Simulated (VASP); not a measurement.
Crystal: Ce.

```
CELL_PARAMETERS angstrom
-2.09700 2.09700 2.09700
2.09700 -2.09700 2.09700
2.09700 2.09700 -2.09700
ATOMIC_POSITIONS crystal
Ce 0.00000 0.00000 0.00000
```

The cell was built by a generator and needn't be a form met in nature.

| Quantity | Value |
| --- | --- |
| Program | VASP 6.6.1 |
| Task | relaxation of cell and atoms |
| Functional | r2SCAN |
| Potentials or basis | VASP PAW PBE potentials, release 64 (Ce) |
| Cutoff | 600 eV |
| k mesh | 8 × 8 × 8 |
| Occupations | fermi-dirac, width 0.1 eV |
| Spin | no spin polarisation |

At the start: pressure -5.6 GPa; volume 36.89 Å³/atom.

Problem. Where does the relaxation end?

Solution. Over 7 steps the energy falls by 215.7 meV/atom and the volume is 26.64 Å³/atom (-27.8 %); space group Im-3m (No. 229, to 0.05 Å).

Step by step:
| step | energy change (eV) | largest force (eV/Å) | pressure (GPa) | volume (Å³) |
| --- | --- | --- | --- | --- |
| 1 | 0.0000 | 0.0000 | -5.61 | 36.89 |
| 2 | -0.1799 | 0.0000 | -2.68 | 30.41 |
| 3 | -0.2101 | 0.0000 | -1.22 | 28.10 |
| 4 | -0.1795 | 0.0000 | 4.70 | 23.85 |
| 5 | -0.2154 | 0.0000 | -0.60 | 27.06 |
| 6 | -0.2149 | 0.0000 | 0.55 | 26.26 |
| 7 | -0.2157 | 0.0000 | 0.06 | 26.64 |

Final structure:
```
Ce
1.0
    -1.88143    1.88143    1.88143
     1.88143   -1.88143    1.88143
     1.88143    1.88143   -1.88143
Ce
1
Direct
  0.00000 0.00000 0.00000
```

Caveat: the electronic state changed during the relaxation; the volume moved by over 15 % at a fixed basis, so the end points are rough; the PAW data sets were made with another functional, which shifts forces and pressure a little.
